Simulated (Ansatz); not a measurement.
Input for Ansatz (plane-wave DFT, PAW):

```yaml
crystal:
  lattice:
    - [0.0, 2.11953423, 3.59444628]
    - [1.27634636, 0.0, 3.59444628]
    - [1.27634636, 2.11953423, 0.0]
  atoms:
    - { symbol: C, position: [0.1431627127, 0.8568372873, 0.1431627127] }
    - { symbol: C, position: [0.8568372873, 0.1431627127, 0.8568372873] }
basis:
  ecutwfc: 420
kpoints:
  mp_grid: { grid: [14, 14, 14] }
hamiltonian:
  xc: pbesol
scf:
  occupations: { method: gaussian, width: 0.02 }
output:
  forces: true
  stress: true
  eigenvalues: true
```

It can be run as
```bash
ansatz run input.yaml --threads 1 --pin off --backend cpu --events-out ev --progress --plain --runs-dir out  # memory cap (--max-ram) not shown
```

Theory: DFT PBEsol, scalar-relativistic, plane waves, PAW in Ansatz 0.2.0.

Abridged output:

```
Pseudopotentials: kind: paw
Pseudopotential: C, paw, valence charge 4, recommended cutoff 420 eV (normal)
Functional definition: PBEsol
Crystal: 2 atoms, lattice volume = 19.448 Å³
Basis set: ecut = 420 eV, 387 PW (Γ), exchange–correlation on 60×54×36 points (8 copies of the dense FFT grid, shifted against one another)
Bands: 8, of which v1, the nominal top of the filled ones, is band 4 counted from 1 (3 counted from 0)
Symmetry: 8 space group operations
Space group: Fmmm (ITA 69), of the structure as read, at distance tolerance 2.7e-5 Å
k-points: 428 of 2744
Initial density: superposition of atomic densities (neutral atoms: chi_scale 0, normalization atom), corrected by the library's trained network
Initial wavefunctions: pseudopotential atomic-orbital guess
Functional: x = pbesol(κ = 0.804, μ = 0.12345679), c = pbesol(β = 0.046)
SCF iter   1: F=—  HF=-491.996049 eV  |F-HF|=—  |Δ(HF+E_count)|=         —  Δρ=7.35e-3  dr2=7.53e-3  ethr=1.77e-3  ⟨swp⟩=4.8  Hψ=23068  notcnv=0
SCF iter   2: F=—  HF=-491.995791 eV  |F-HF|=—  |Δ(HF+E_count)|=   2.58e-4  Δρ=4.17e-3  dr2=2.68e-3  ethr=9.41e-5  ⟨swp⟩=2.0  Hψ=8303  notcnv=0
SCF iter   3: F=—  HF=-491.995666 eV  |F-HF|=—  |Δ(HF+E_count)|=   1.26e-4  Δρ=3.68e-4  dr2=1.86e-5  ethr=3.35e-5  ⟨swp⟩=2.6  Hψ=6617  notcnv=0  defer=8
SCF iter   4: F=—  HF=-491.995684 eV  |F-HF|=—  |Δ(HF+E_count)|=   1.79e-5  Δρ=1.26e-4  dr2=2.35e-6  ethr=2.32e-7  ⟨swp⟩=2.1  Hψ=5029  notcnv=0  defer=8
SCF iter   5: F=-491.995683 eV  HF=-491.995683 eV  |F-HF|=7.14e-9  |Δ(HF+E_count)|=   8.62e-7  Δρ=1.95e-5  dr2=2.77e-8  ethr=2.94e-8  ⟨swp⟩=2.6  Hψ=5144  notcnv=0  defer=8
SCF iter   6: F=-491.995683 eV  HF=-491.995683 eV  |F-HF|=2.37e-11  |Δ(HF+E_count)|=   1.09e-8  Δρ=4.90e-6  dr2=1.75e-9  ethr=3.46e-10  ⟨swp⟩=2.7  Hψ=12179  notcnv=0
SCF 1 converged in 6 iterations: F = -491.995683 eV  dr2 = 1.75e-9
SCF converged after 6 iterations
Free energy (F): -491.995683 eV
Harris-Foulkes:  -491.995683 eV  (|F-HF|=2.37e-11)
Internal energy: -491.995672 eV  (E = F + TS)
E sigma→0 (E₀):  -491.995677 eV
Entropy (-TS):   -0.000011 eV (-0.005 meV/atom)
Fermi energy:    5.537424 eV
--- Per-component energies (eV) ---
  E_band       = -25.823774
  E_kinetic    = 182.257986
  E_local      = -348.810669  (includes V_loc(G=0)·N_el)
  E_nonlocal   = 56.117665
  E_hartree    = 108.452223
  E_xc         = -95.046238
  E_vxc        = -118.080917  (∫ρ·V_xc dr)
  E_paw        = -191.226868  (= ΣΔE_a)
  E_vpaw       = -14.212006  (= ΣTr[D̂ρ^β])
  E_aug_tail   = 0.000019  (compensation charges beyond the density's cutoff)
  E_ewald      = -203.781992
  E_core_change = 0.042201  (= ΣΔE_core)
  E_smearing   = -0.000011  (= −TS)
--- Forces (eV/Å), atoms counted from 1 ---
  atom   1  C      0.00000000    13.93959832     0.00000000
  atom   2  C      0.00000000   -13.93959832     0.00000000
--- Stress (GPa, compression-positive) ---
      -25.838305       0.000000       0.000000
        0.000000      68.368155       0.000000
        0.000000       0.000000      -0.039026
  P = ⅓ Tr σ = 14.1636 GPa (141.636 kbar)
--- Band table (eV; the first three rows and the last of 428) ---
  k-point 0: bands = ["-13.4780", "-0.9698", "0.4120", "5.7977", "9.6502", "9.8231", "15.1829", "17.3419"]
  k-point 1: bands = ["-13.3634", "-0.8665", "0.1897", "5.1280", "9.7586", "10.2388", "15.7116", "16.9519"]
  k-point 2: bands = ["-13.0219", "-0.5716", "-0.4318", "3.6996", "10.2363", "10.9232", "15.8615", "17.0316"]
  k-point 427: bands = ["-13.3024", "-2.3394", "0.4474", "5.7709", "9.7838", "14.5570", "15.0606", "17.4290"]
```

Self-consistency was reached.

The cell holds layers, and where no dispersion correction was added their binding is poorly described. The smearing is narrow for a metal on this mesh.